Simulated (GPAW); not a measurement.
Runs of GPAW 26.7.0 on Mg. The structure is hexagonal, space group P6/mmm (No. 191). The conventional cell has a = 3.050 Å, b = 3.050 Å, c = 3.045 Å, α = 90.00°, β = 90.00°, γ = 120.00°. Mg (site symmetry 6/mmm) is surrounded by 8 Mg at 3.04 to 3.05 Å. This isn't the form of Mg at room conditions, which is hcp.

```tsv
task	level	potentials or basis	cell	smearing	smearing order	eigensolver	optimizer	fmax	max steps	gap on the mesh (eV)	pressure (GPa)
single point	RPBE	the program's PAW data sets (release 1.2.1) made for this functional, pw	as given	gaussian 0.05 eV	-	-	-	-	-	none	2.1
single point	BLYP+D4	PAW data sets generated in the run's folder for this functional, pw	as given	methfessel-paxton 0.1 eV	1	davidson	-	-	-	none	0.4
relaxation of cell and atoms	BLYP+D4	PAW data sets generated in the run's folder for this functional, pw	relaxed	methfessel-paxton 0.2 eV	1	davidson	LBFGS	0.01 eV/Å	60	none	0.0
single point	PBE	GPAW PAW data sets (gpaw-data 1.2.1), pw	as given	gaussian 0.02 eV	-	-	-	-	-	none	1.1
single point	LDA	the program's PAW data sets (release 1.2.1) made for this functional, pw	as given	gaussian 0.05 eV	-	-	-	-	-	none	(a)
```

Alike in all rows: no spin polarisation; k mesh 10 × 10 × 9; cutoff (eV) 800.

Task: Estimate the missing entries.

Result: (a) -0.6.

Caveats: this smearing can pin the Fermi level at a band edge (some runs); pairwise dispersion overbinds metals, which lowers pressure and volume (some runs); later steps reuse the first step's grids (some runs).

A gap of «none» marks a metal or a gap under the smearing width.
